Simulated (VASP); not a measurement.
Input of a VASP 6.6.1 run:

INCAR

```
SYSTEM = BeTe
PREC = Accurate ; ENCUT = 600
EDIFF = 1E-7 ; ISMEAR = 0
SIGMA = 0.03 ; LREAL = .False.
LASPH = .True. ; NELM = 80
ALGO = Normal ; ISIF = 3
LWAVE = .False. ; LCHARG = .False.
GGA = PE ; IVDW = 12
IBRION = 2 ; NSW = 90
EDIFFG = -0.005
```

The input KPOINTS:

```
regular mesh
0
Gamma
  8 8 8
  0 0 0
```

POSCAR

```
BeTe                                    
1.0
    0.0000000000      2.7928977096      2.7928977096
    2.7928977096     -0.0000000000      2.7928977096
    2.7928977096      2.7928977096     -0.0000000000
  Be              Te            
     1     1
Direct
     0.0000000000000000    0.0000000000000000    0.0000000000000000
     0.2500000000000000    0.2500000000000000    0.2500000000000000
```

Potentials or basis: VASP PAW PBE potentials, release 64 (Be, Te).

Run with:

```console
$ cat potpaw_PBE.64/Be/POTCAR potpaw_PBE.64/Te/POTCAR > POTCAR
$ mpirun -np 1 vasp_std > vasp.out
```

**Question.** Estimate the band gap on the k mesh.

**Answer.** 1.91 eV, indirect (least direct gap 3.59 eV).

**Question.** Predict the dispersion energy per atom.

**Answer.** -0.347 eV.

Final structure:
```
CELL_PARAMETERS angstrom
0.00000 2.79290 2.79290
2.79290 0.00000 2.79290
2.79290 2.79290 0.00000
ATOMIC_POSITIONS crystal
Be 0.00000 0.00000 0.00000
Te 0.25000 0.25000 0.25000
```

Caveat: the relaxation stopped at its first step, so nothing moved; spin-orbit coupling is left out, which moves the levels of the heavy elements. As with any semilocal functional, this PBE gap is likely too small.
